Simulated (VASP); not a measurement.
# CdS (F-43m) in VASP: Born charges and dielectric tensor with RPBE

Aim: the Born charges and dielectric tensor of CdS with RPBE.

All numbers are computed with VASP 6.6.1; they aren't measurements. Logs are shortened: lines on timing, memory, paths and dates and some standing lists are left out, and cuts for length are marked.

## 1. The structure

The structure is cubic, space group F-43m (No. 216). Conventional cell: a = 6.016 Å, b = 6.016 Å, c = 6.016 Å, α = 90.00°, β = 90.00°, γ = 90.00°. Around Cd (site symmetry -43m) lie 4 S at 2.60 Å. S (site symmetry -43m) is surrounded by 4 Cd at 2.60 Å.

The cell is a database's computed one.

## 2. Born charges and dielectric tensor, RPBE

INCAR

```
SYSTEM = CdS
PREC = Accurate
ENCUT = 600
EDIFF = 1E-8
ISMEAR = 0
SIGMA = 0.02
LREAL = .False.
LASPH = .True.
NELM = 60
ALGO = Fast
ISIF = 2
LWAVE = .False.
LCHARG = .False.
GGA = RP
LEPSILON = .True.
IBRION = 8
NSW = 1
```

KPOINTS

```
regular mesh
0
Gamma
  8 8 8
  0 0 0
```

POSCAR

```
CdS
1.0
    0.0000000000      3.0079000000      3.0079000000
    3.0079000000      0.0000000000      3.0079000000
    3.0079000000      3.0079000000      0.0000000000
Cd S
1 1
Direct
    0.0000000000      0.0000000000      0.0000000000
    0.7500000000      0.7500000000      0.7500000000
```

Potentials or basis: VASP PAW PBE potentials, release 64 (Cd, S).

The run is started by

```console
cat potpaw_PBE.64/Cd/POTCAR potpaw_PBE.64/S/POTCAR > POTCAR
mpirun -np 1 vasp_std > vasp.out
```

OUTCAR:

```text
SYSTEM = CdS
   PREC = Accurate
   ENCUT = 600
   EDIFF = 1E-8
   ISMEAR = 0
   LREAL = .False.
   LASPH = .True.
   NELM = 60
   ISIF = 2
   GGA = RP
   LEPSILON = .True.
   IBRION = 8
   NSW = 1

 ion  position               nearest neighbor table
   1  0.000  0.000  0.000-   2 2.60   2 2.60   2 2.60   2 2.60
   2  0.750  0.750  0.750-   1 2.60   1 2.60   1 2.60   1 2.60

  LATTYP: Found a face centered cubic cell.
 ALAT       =     6.0158000000

  Lattice vectors:

 A1 = (   0.0000000000,   3.0079000000,   3.0079000000)
 A2 = (   3.0079000000,   0.0000000000,   3.0079000000)
 A3 = (   3.0079000000,   3.0079000000,   0.0000000000)

Analysis of symmetry for initial positions (statically):
=====================================================================
 Subroutine PRICEL returns:
 Original cell was already a primitive cell.

 Routine SETGRP: Setting up the symmetry group for a
 face centered cubic supercell.

 Subroutine GETGRP returns: Found 24 space group operations
 (whereof 24 operations were pure point group operations)
 out of a pool of 48 trial point group operations.

The static configuration has the point symmetry T_d .

Analysis of symmetry for dynamics (positions and initial velocities):
=====================================================================
 Subroutine PRICEL returns:
 Original cell was already a primitive cell.

 Routine SETGRP: Setting up the symmetry group for a
 face centered cubic supercell.

 Subroutine GETGRP returns: Found 24 space group operations
 (whereof 24 operations were pure point group operations)
 out of a pool of 48 trial point group operations.

The dynamic configuration has the point symmetry T_d .

 Subroutine INISYM returns: Found 24 space group operations
 (whereof 24 operations are pure point group operations),
 and found     1 'primitive' translations

----------------------------------------------------------------------------------------

                                     Primitive cell

  volume of cell :      54.4277

  direct lattice vectors                    reciprocal lattice vectors
     0.000000000  3.007900000  3.007900000    -0.166228930  0.166228930  0.166228930
     3.007900000  0.000000000  3.007900000     0.166228930 -0.166228930  0.166228930
     3.007900000  3.007900000  0.000000000     0.166228930  0.166228930 -0.166228930

  length of vectors
     4.253812974  4.253812974  4.253812974     0.287916953  0.287916953  0.287916953

  position of ions in fractional coordinates (direct lattice)
     0.000000000  0.000000000  0.000000000
     0.750000000  0.750000000  0.750000000

  ion indices of the primitive-cell ions
   primitive index   ion index
                 1           1
                 2           2

----------------------------------------------------------------------------------------

 KPOINTS: regular mesh

Automatic generation of k-mesh.
 Grid dimensions read from file:
 generate k-points for:    8    8    8

 Generating k-lattice:

[... 536 lines left out ...]
  ---------------------------------------------------
  ---------------------------------------------------
  free energy    TOTEN  =        -0.88650675 eV

  energy without entropy =       -0.88650675

------------------------ aborting loop because EDIFF is reached ----------------------------------------

--------------------------------------- Ionic step        2  -------------------------------------------

------------------------ aborting loop because EDIFF is reached ----------------------------------------

--------------------------------------- Ionic step        3  -------------------------------------------

------------------------ aborting loop because EDIFF is reached ----------------------------------------

 PIEZOELECTRIC TENSOR FIELD DIRECTION 3  (e Angst)
 -----------------------------------------------------------------------------
    -0.00098  2.23144  0.00000           ( -0.00000 -0.02809  0.00000)
     2.23144 -0.00098  0.00000           ( -0.02809 -0.00000  0.00000)
     0.00000  0.00000  0.00001           (  0.00000  0.00000 -0.00000)

 PIEZOELECTRIC TENSOR FIELD DIRECTION 3  (C/m^2)
 -----------------------------------------------------------------------------
    -0.00029  0.65686  0.00000
     0.65686 -0.00029  0.00000
     0.00000  0.00000  0.00000

--------------------------------------- Ionic step        4  -------------------------------------------

------------------------ aborting loop because EDIFF is reached ----------------------------------------

[... ionic steps 5 to 6 ...]

--------------------------------------- Ionic step        7  -------------------------------------------

 Free energy of the ion-electron system (eV)
  ---------------------------------------------------
  ---------------------------------------------------
  free energy    TOTEN  =        -0.10800754 eV

  energy without entropy =       -0.10800754

------------------------ aborting loop because EDIFF is reached ----------------------------------------

 INTERNAL STRAIN TENSOR  FOR ION    2  DIRECTION 1   (eV/Angst):
 -----------------------------------------------------------------------------
    -0.00173  0.00000  0.00000
     0.00000  0.00368  4.18397
     0.00000  4.18397  0.00368

 MACROSCOPIC STATIC DIELECTRIC TENSOR (including local field effects in DFT)
 ------------------------------------------------------
           6.330597    -0.000000    -0.000000
          -0.000000     6.330597     0.000000
          -0.000000     0.000000     6.330597
 ------------------------------------------------------

 PIEZOELECTRIC TENSOR (including local field effects)  for field in x, y, z        (e  Angst)
          XX          YY          ZZ          XY          YZ          ZX
  --------------------------------------------------------------------------------
  x    -0.00000     0.00000    -0.00000     0.00000     2.24407     0.00000
  y    -0.00000    -0.00000    -0.00000     0.00000     0.00000     2.24407
  z    -0.00000     0.00000     0.00000     2.24407     0.00000     0.00000

 PIEZOELECTRIC TENSOR (including local field effects)  for field in x, y, z        (C/m^2)
          XX          YY          ZZ          XY          YZ          ZX
  --------------------------------------------------------------------------------
  x    -0.00000     0.00000    -0.00000     0.00000     0.66058     0.00000
  y    -0.00000    -0.00000    -0.00000     0.00000     0.00000     0.66058
  z    -0.00000     0.00000     0.00000     0.66058     0.00000     0.00000

 BORN EFFECTIVE CHARGES (including local field effects) (in |e|, cummulative output)
 ---------------------------------------------------------------------------------
 ion    1
    1     2.30545     0.00000     0.00000
    2     0.00000     2.30545     0.00000
    3     0.00000     0.00000     2.30545
 ion    2
    1    -2.30545     0.00000     0.00000
    2     0.00000    -2.30545     0.00000
    3     0.00000     0.00000    -2.30545

 INTERNAL STRAIN TENSOR FOR ION    2 for displacements in x,y,z  (eV/Angst):
          X           Y           Z          XY          YZ          ZX
  --------------------------------------------------------------------------------
  x     0.00000     0.00000     0.00000     0.00000     4.18397     0.00000
  y     0.00000     0.00000     0.00000     0.00000     0.00000     4.18397
  z     0.00000     0.00000     0.00000     4.18397     0.00000     0.00000

 SECOND DERIVATIVES (NOT SYMMETRIZED)
 ------------------------------------
               1X          1Y          1Z          2X          2Y          2Z
  1X    -3.780188    0.000000    0.000000    3.780188    0.000000    0.000000
  1Y     0.000000   -3.780188    0.000000    0.000000    3.780188    0.000000
  1Z     0.000000    0.000000   -3.780188    0.000000    0.000000    3.780188
  2X     3.761804    0.000000    0.000000   -3.761804    0.000000    0.000000
  2Y     0.000000    3.761804    0.000000    0.000000   -3.761804    0.000000
  2Z     0.000000    0.000000    3.761804    0.000000    0.000000   -3.761804

 Eigenvectors and eigenvalues of the dynamical matrix
 ----------------------------------------------------

   1 f  =    6.073751 THz    38.162504 2PiTHz  202.598531 cm-1    25.119005 meV
             X         Y         Z           dx          dy          dz
      0.000000  0.000000  0.000000    -0.472005    0.000000    0.000000
      4.511850  4.511850  4.511850     0.881596    0.000000    0.000000
[... 21 lines left out ...]
   6 f/i=    0.006161 THz     0.038709 2PiTHz    0.205502 cm-1     0.025479 meV
             X         Y         Z           dx          dy          dz
      0.000000  0.000000  0.000000     0.000000    0.000000    0.881596
      4.511850  4.511850  4.511850     0.000000    0.000000    0.472005

--------------------------------------------------------------------------------------------------------

 MACROSCOPIC STATIC DIELECTRIC TENSOR IONIC CONTRIBUTION
 ------------------------------------------------------
           4.685966     0.000000     0.000000
           0.000000     4.685966     0.000000
           0.000000     0.000000     4.685966
 ------------------------------------------------------

 ELASTIC MODULI CONTR FROM IONIC RELAXATION (kBar)
 Direction    XX          YY          ZZ          XY          YZ          ZX
 --------------------------------------------------------------------------------
 XX          -0.0000     -0.0000     -0.0000     -0.0000      0.0000     -0.0000
 YY          -0.0000     -0.0000     -0.0000     -0.0000     -0.0000      0.0000
 ZZ          -0.0000     -0.0000     -0.0000      0.0000     -0.0000     -0.0000
 XY          -0.0000     -0.0000      0.0000   -139.8109      0.0000      0.0000
 YZ           0.0000     -0.0000     -0.0000      0.0000   -139.8109      0.0000
 ZX          -0.0000      0.0000     -0.0000      0.0000      0.0000   -139.8109
 --------------------------------------------------------------------------------

 PIEZOELECTRIC TENSOR IONIC CONTR  for field in x, y, z        (C/m^2)
          XX          YY          ZZ          XY          YZ          ZX
  --------------------------------------------------------------------------------
  x     0.00000    -0.00000    -0.00000     0.00000    -0.76163     0.00000
  y    -0.00000     0.00000    -0.00000     0.00000     0.00000    -0.76163
  z    -0.00000    -0.00000     0.00000    -0.76163     0.00000     0.00000
```

Run time: 11 min. Hardware: 1 thread of AMD EPYC 9R14 (Zen 4), shared host; peak memory 0.37 GiB.

Results:

| Quantity | Value |
| --- | --- |
| Band gap on the k mesh | 1.13 eV, direct |
| Electronic dielectric tensor (diagonal) | 6.33 |
| Born charges (mean of the diagonal) | Cd +2.31; S -2.31 e |
| Highest phonon frequency at Γ, LO-TO splitting left out | 203 cm⁻¹ |

Levels at points of the mesh, in eV from the valence-band top:
| k point | band 6 | band 7 | band 8 | band 9 | band 10 | band 11 | band 12 | band 13 |
| --- | --- | --- | --- | --- | --- | --- | --- | --- |
| (0.00, 0.00, 0.00) | -7.09 | 0.00 | 0.00 | 0.00 | 1.13 | 6.63 | 6.63 | 6.63 |
| (0.50, 0.00, 0.00) | -6.78 | -3.81 | -0.62 | -0.62 | 3.00 | 7.08 | 7.08 | 7.40 |
| (0.50, 0.50, 0.00) | -6.72 | -3.51 | -1.56 | -1.56 | 3.89 | 4.30 | 9.10 | 10.36 |

Phonon frequencies in cm⁻¹ (negative: imaginary):
```csv
q point,frequencies
"(0.000, 0.000, 0.000)",0 0 0 203 203 203
```

Electronic dielectric tensor:
```
6.33 0.00 0.00
0.00 6.33 0.00
0.00 0.00 6.33
```

Born effective charge tensors (e):
atom 1, Cd
```
2.31 0.00 0.00
0.00 2.31 0.00
0.00 0.00 2.31
```
atom 2, S
```
-2.31  0.00  0.00
 0.00 -2.31  0.00
 0.00  0.00 -2.31
```

 As with any semilocal functional, this RPBE gap is likely too small.
